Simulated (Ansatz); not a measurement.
input.yaml

```yaml
crystal:
  lattice:
    - [2.9355691563, 0.0, 0.0]
    - [-1.4677845781, 2.5422774639, 0.0]
    - [0.0, 0.0, 24.3666405453]
  atoms:
    - { symbol: Ag, position: [0.0, 0.0, 0.2051985784] }
    - { symbol: Ag, position: [0.6666666667, 0.3333333333, 0.3034034475] }
    - { symbol: Ag, position: [0.3333333333, 0.6666666667, 0.4016083166] }
    - { symbol: Ag, position: [0.6666666667, 0.3333333333, 0.5] }
    - { symbol: Ag, position: [0.3333333333, 0.6666666667, 0.5982048691] }
    - { symbol: Ag, position: [0.0, 0.0, 0.6964097382] }
    - { symbol: Ag, position: [0.3333333333, 0.6666666667, 0.7948014216] }
basis:
  ecutwfc: 420
kpoints:
  mp_grid: { grid: [12, 12, 1] }
hamiltonian:
  xc: pbe
scf:
  occupations: { method: gaussian, width: 0.1 }
output:
  forces: true
  stress: true
  eigenvalues: true
efield:
  axis: 3
  dipole_correction: true
  ramp_width: 0.04
```

Launched with
```bash
ansatz run input.yaml --threads 1 --pin off --max-ram 2560MiB --backend cpu --events-out ev --progress --plain --runs-dir out
```

These are results of DFT PBE, scalar-relativistic, plane waves, PAW in Ansatz, not measurements.

Abridged output:

```
Pseudopotentials: kind: paw
Pseudopotential: Ag, paw, valence charge 19, recommended cutoff 420 eV (normal)
Functional definition: PBE
Crystal: 7 atoms, lattice volume = 181.849 Å³
Basis set: ecut = 420 eV, 3489 PW (Γ), exchange–correlation on 40×40×360 points (8 copies of the dense FFT grid, shifted against one another)
Bands: 80, of which v1, the nominal top of the filled ones, is band 67 counted from 1 (66 counted from 0)
Symmetry: 6 space group operations
Space group: P3m1 (ITA 156), of the structure as read, at distance tolerance 5.7e-5 Å
k-points: 19 of 144 (time reversal used)
Initial density: superposition of atomic densities (neutral atoms: chi_scale 0, normalization atom), corrected by the library's trained network
Initial wavefunctions: pseudopotential atomic-orbital guess
Functional: x = pbe(κ = 0.804, μ = 0.21951497), c = pbe(β = 0.06672455)
SCF iter   1: F=—  HF=-53133.160842 eV  |F-HF|=—  |Δ(HF+E_count)|=         —  Δρ=1.44e-3  dr2=4.14e-2  ethr=1.77e-3  p= 0.000 e·Å  D=-4.07e-4 V/Å  ΔV_dip=0.01 eV  dr2_dipole=1.63e-3  V_vac-E_F(+/−)=4.45/4.43 eV  ⟨swp⟩=6.2  Hψ=5327  notcnv=0  defer=48
efield: sawtooth ramp at fractional position 0.9800 (placed from the atoms, in the widest stretch of the axis that holds none; the zero of the levels goes with the place), width 0.0400; the density the first Hamiltonian is built on has a dipole p =  0.000 e·Å; the dipole correction subtracts the counter field D = -4.07e-4 V/Å, which shifts the + side's vacuum level by +0.01 eV against the − side's; the planar-averaged density in the ramp window peaks in size at 2.4e-4 e/Å³
SCF iter   2: F=—  HF=-53133.158479 eV  |F-HF|=—  |Δ(HF+E_count)|=   2.36e-3  Δρ=1.10e-3  dr2=3.82e-3  ethr=3.11e-5  p= 0.000 e·Å  D=-1.64e-4 V/Å  ΔV_dip=0.00 eV  dr2_dipole=1.08e-5  V_vac-E_F(+/−)=4.48/4.47 eV  ⟨swp⟩=2.4  Hψ=2644  notcnv=0  defer=69
SCF iter   3: F=—  HF=-53133.158136 eV  |F-HF|=—  |Δ(HF+E_count)|=   3.43e-4  Δρ=7.25e-4  dr2=1.17e-3  ethr=2.87e-6  p= 0.000 e·Å  D=-2.51e-4 V/Å  ΔV_dip=0.01 eV  dr2_dipole=8.43e-6  V_vac-E_F(+/−)=4.48/4.48 eV  ⟨swp⟩=2.2  Hψ=2478  notcnv=0  defer=69
SCF iter   4: F=—  HF=-53133.157921 eV  |F-HF|=—  |Δ(HF+E_count)|=   2.16e-4  Δρ=9.81e-5  dr2=9.05e-5  ethr=8.78e-7  p= 0.000 e·Å  D=-2.01e-4 V/Å  ΔV_dip=0.00 eV  dr2_dipole=5.20e-7  V_vac-E_F(+/−)=4.48/4.48 eV  ⟨swp⟩=2.0  Hψ=2050  notcnv=0  defer=69
SCF iter   5: F=—  HF=-53133.157917 eV  |F-HF|=—  |Δ(HF+E_count)|=   4.03e-6  Δρ=3.15e-5  dr2=2.98e-6  ethr=6.81e-8  p= 0.000 e·Å  D=-1.55e-4 V/Å  ΔV_dip=0.00 eV  dr2_dipole=6.52e-8  V_vac-E_F(+/−)=4.48/4.48 eV  ⟨swp⟩=1.9  Hψ=1776  notcnv=0  defer=69
SCF iter   6: F=—  HF=-53133.157917 eV  |F-HF|=—  |Δ(HF+E_count)|=   6.45e-8  Δρ=6.98e-6  dr2=1.65e-7  ethr=2.24e-9  p= 0.000 e·Å  D=-1.31e-4 V/Å  ΔV_dip=0.00 eV  dr2_dipole=5.27e-8  V_vac-E_F(+/−)=4.48/4.48 eV  ⟨swp⟩=2.0  Hψ=2232  notcnv=0  defer=69
SCF iter   7: F=-53133.157917 eV  HF=-53133.157917 eV  |F-HF|=6.09e-8  |Δ(HF+E_count)|=   7.40e-8  Δρ=3.63e-6  dr2=6.88e-8  ethr=7.52e-11  p= 0.000 e·Å  D=-1.13e-4 V/Å  ΔV_dip=0.00 eV  dr2_dipole=5.69e-9  V_vac-E_F(+/−)=4.48/4.48 eV  ⟨swp⟩=12.3  Hψ=7051  notcnv=0
WARN: efield: at this solve's end the planar-averaged density reaches 1.42e-4 e/Å³ inside the ramp window [0.9390, 0.0610] (bound 1e-5 e/Å³); the window's nearer edge stands 3.51 Å from this solve's nearest atom along the axis. Its work functions, free energy, forces, stress, dipole, levels and responses can be off, and this figure does not tell by how much. The cell may have no vacuum along `efield.axis`. A short vacuum, a low `basis.ecutwfc` or `basis.ecutrho_ratio` and negative occupations (`scf.occupations.method`) can put density there. See the manual's quickstart, § The vacuum guard
SCF 1 converged in 7 iterations: F = -53133.157917 eV  dr2 = 6.88e-8
SCF converged after 7 iterations
Free energy (F): -53133.157917 eV
Harris-Foulkes:  -53133.157917 eV  (|F-HF|=6.09e-8)
Internal energy: -53133.147249 eV  (E = F + TS)
E sigma→0 (E₀):  -53133.152583 eV
Entropy (-TS):   -0.010668 eV (-1.524 meV/atom)
Fermi energy:    9.829537 eV
Dipole field:    D = -0.000007 V/Å  (p = -0.000007 e·Å, saw-weighted, corrected)
Work function:   Φ+ = 4.4799 eV (in doubt: plateau slope 2.1e-2 eV/Å)   Φ− = 4.4807 eV (in doubt: plateau slope 1.5e-2 eV/Å)
Levels:          The Fermi level and band energies are counted from a zero that moves with the ramp; work functions are not
Vacuum region:   at the solve's end the planar-averaged density reaches 1.42e-4 e/Å³ inside the ramp window [0.9390, 0.0610] (bound 1e-5 e/Å³)
--- Per-component energies (eV) ---
  E_band       = -2607.630515
  E_kinetic    = 3689.020872
  E_local      = -103719.383058  (includes V_loc(G=0)·N_el)
  E_nonlocal   = 561.588683
  E_hartree    = 50692.755025
  E_xc         = -1291.511686
  E_vxc        = -1640.625119  (∫ρ·V_xc dr)
  E_paw        = -27315.791197  (= ΣΔE_a)
  E_vpaw       = -2883.658047  (= ΣTr[D̂ρ^β])
  E_aug_tail   = 0.002279  (compensation charges beyond the density's cutoff)
  E_efield     = 0.000000  (sawtooth field / dipole correction)
  E_vefield    = -0.000001  (∫n·V_field dr)
  E_ewald      = 24250.171834
  E_smearing   = -0.010668  (= −TS)
--- Forces (eV/Å), atoms counted from 1 ---
  atom   1  Ag     0.00000000     0.00000000     0.00582978
  atom   2  Ag     0.00000000     0.00000000     0.03542834
  atom   3  Ag     0.00000000     0.00000000    -0.04118282
  atom   4  Ag     0.00000000     0.00000000    -0.00021392
  atom   5  Ag     0.00000000     0.00000000     0.04336501
  atom   6  Ag     0.00000000     0.00000000    -0.03622691
  atom   7  Ag     0.00000000     0.00000000    -0.00700720
--- Stress (GPa, compression-positive) ---
       -0.714890       0.000000       0.000000
        0.000000      -0.714890       0.000000
        0.000000       0.000000      -0.207212
  P = ⅓ Tr σ = -0.5457 GPa (-5.457 kbar)
--- Band table (eV; the first three rows and the last of 19) ---
  k-point 0: bands = ["-81.9715", "-81.9576", "-81.9506", "-81.9145", "-81.9038", "-81.7989", "-81.7867", "-45.4823", "-45.4697", "-45.4416", "-45.3980", "-45.3980", "-45.3841", "-45.3841", "-45.3832", "-45.3776", "-45.3776", "-45.3550", "-45.3341", "-45.3341", "-45.3236", "-45.3236", "-45.2567", "-45.2444", "-45.2373", "-45.2373", "-45.2254", "-45.2254", "2.5787", "2.9451", "3.4668", "3.8209", "3.8508", "3.9790", "4.0066", "5.2283", "5.2489", "5.2727", "5.2727", "5.2999", "5.2999", "5.3032", "5.3432", "5.3432", "5.3781", "5.3781", "5.4715", "5.4715", "5.5379", "5.5379", "5.5743", "5.5743", "5.7204", "6.0686", "6.0686", "6.1887", "6.1887", "6.3356", "6.3356", "6.5345", "6.5345", "6.6727", "6 ...
  k-point 1: bands = ["-81.9709", "-81.9570", "-81.9500", "-81.9140", "-81.9032", "-81.7983", "-81.7861", "-45.4800", "-45.4681", "-45.4412", "-45.4056", "-45.3998", "-45.3929", "-45.3883", "-45.3859", "-45.3794", "-45.3771", "-45.3558", "-45.3403", "-45.3357", "-45.3301", "-45.3253", "-45.2561", "-45.2441", "-45.2439", "-45.2390", "-45.2322", "-45.2271", "2.7617", "3.1224", "3.6363", "3.9311", "3.9842", "4.1221", "4.1405", "5.1391", "5.1729", "5.1921", "5.2523", "5.2701", "5.3241", "5.3542", "5.3794", "5.3919", "5.4105", "5.4230", "5.4606", "5.4993", "5.5462", "5.5519", "5.6187", "5.6341", "5.6597", "5.9725", "6.0242", "6.1046", "6.1669", "6.2225", "6.3230", "6.3479", "6.5233", "6.5318", "6 ...
  k-point 2: bands = ["-81.9692", "-81.9553", "-81.9483", "-81.9124", "-81.9017", "-81.7967", "-81.7844", "-45.4737", "-45.4639", "-45.4409", "-45.4251", "-45.4125", "-45.4065", "-45.4047", "-45.3909", "-45.3845", "-45.3766", "-45.3617", "-45.3545", "-45.3467", "-45.3403", "-45.3299", "-45.2628", "-45.2545", "-45.2509", "-45.2438", "-45.2422", "-45.2319", "3.2644", "3.5886", "4.0398", "4.1901", "4.2731", "4.4375", "4.4731", "4.9420", "5.0133", "5.0499", "5.1152", "5.1414", "5.1950", "5.3186", "5.3849", "5.4301", "5.5401", "5.5591", "5.5820", "5.6405", "5.6424", "5.6712", "5.7104", "5.7584", "5.8033", "5.8304", "5.8994", "6.0009", "6.0121", "6.1350", "6.1575", "6.2983", "6.3110", "6.5210", "6 ...
  k-point 18: bands = ["-81.9611", "-81.9471", "-81.9399", "-81.9050", "-81.8941", "-81.7888", "-81.7766", "-45.4755", "-45.4731", "-45.4655", "-45.4588", "-45.4549", "-45.4536", "-45.4517", "-45.4388", "-45.4320", "-45.3989", "-45.3964", "-45.3931", "-45.3829", "-45.3769", "-45.3702", "-45.3094", "-45.3073", "-45.2975", "-45.2955", "-45.2479", "-45.2355", "4.3527", "4.4359", "4.5124", "4.6117", "4.6144", "4.6238", "4.7429", "4.8189", "4.8301", "4.9428", "5.0315", "5.0336", "5.0823", "5.3217", "5.3836", "5.3860", "5.4473", "5.4567", "5.6739", "5.6745", "5.6856", "5.6954", "5.9696", "5.9978", "6.0518", "6.2302", "6.4233", "6.4399", "6.6467", "6.7154", "6.7814", "6.7835", "6.8532", "6.8591", " ...
```

The calculation finished and met its thresholds.

Time: 20 s on 1 thread of Oxide Virtual Turin-like Processor (Zen 5) (shared host), peak memory 0.53 GiB.